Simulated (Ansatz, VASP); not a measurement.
**One calculation of SiC (Moissanite 3C), two programs**

The input INCAR:

```
SYSTEM = SiC
  PREC = Accurate
  ENCUT = 520
  EDIFF = 1E-6
  ISMEAR = 0
  SIGMA = 0.028000000000000004
  LREAL = .False.
  LASPH = .True.
  NELM = 80
  ALGO = Normal
  ISIF = 2
  LWAVE = .False.
  LCHARG = .False.
  GGA = PE
```

KPOINTS

```
Automatic mesh
0
Gamma
  10 10 10
  0 0 0
```

Contents of POSCAR:

```
SiC
1.0
    0.0000000000      2.1790000000      2.1790000000
    2.1790000000      0.0000000000      2.1790000000
    2.1790000000      2.1790000000      0.0000000000
Si C
1 1
Direct
    0.0000000000      0.0000000000      0.0000000000
    0.7500000000      0.7500000000      0.7500000000
```

input.yaml

```yaml
crystal:
  lattice:
    - [0.0, 2.179, 2.179]
    - [2.179, 0.0, 2.179]
    - [2.179, 2.179, 0.0]
  atoms:
    - { symbol: Si, position: [0.0, 0.0, 0.0] }
    - { symbol: C, position: [0.75, 0.75, 0.75] }
hamiltonian:
  xc: pbe
  pseudopotentials: { kind: paw }
kpoints:
  mp_grid: { grid: [10, 10, 10] }
scf:
  occupations: { method: gaussian, width: 0.028 }
output:
  forces: true
  stress: true
  eigenvalues: true
```

Alike in both runs: task single point; functional PBE; k mesh 10 × 10 × 10; occupations gaussian, width 0.028 eV; no spin polarisation.

|  | VASP | Ansatz |
| --- | --- | --- |
| version | VASP 6.6.1 | Ansatz 0.2.0 |
| potentials or method | VASP PAW PBE potentials, release 64 (Si, C) | Ansatz PAW |
| plane-wave cutoff (eV) | 520 | 420 |
| valence electrons in the cell | 8 | 8 |

VASP gave:

```
gap on the k mesh at the Fermi level (eV) : 1.36
least direct gap on the mesh (eV)         : 4.54
pressure (GPa)                            : 3.2
```

Which values does Ansatz return?

gap on the k mesh at the Fermi level (eV): 1.36; least direct gap on the mesh (eV): 4.55; pressure (GPa): 3.3.

With one functional, cell and mesh, what is left measures potentials, basis and numerics.

A k mesh can miss the band edges. PBE gaps usually lie below the measured ones, often by a third to a half.
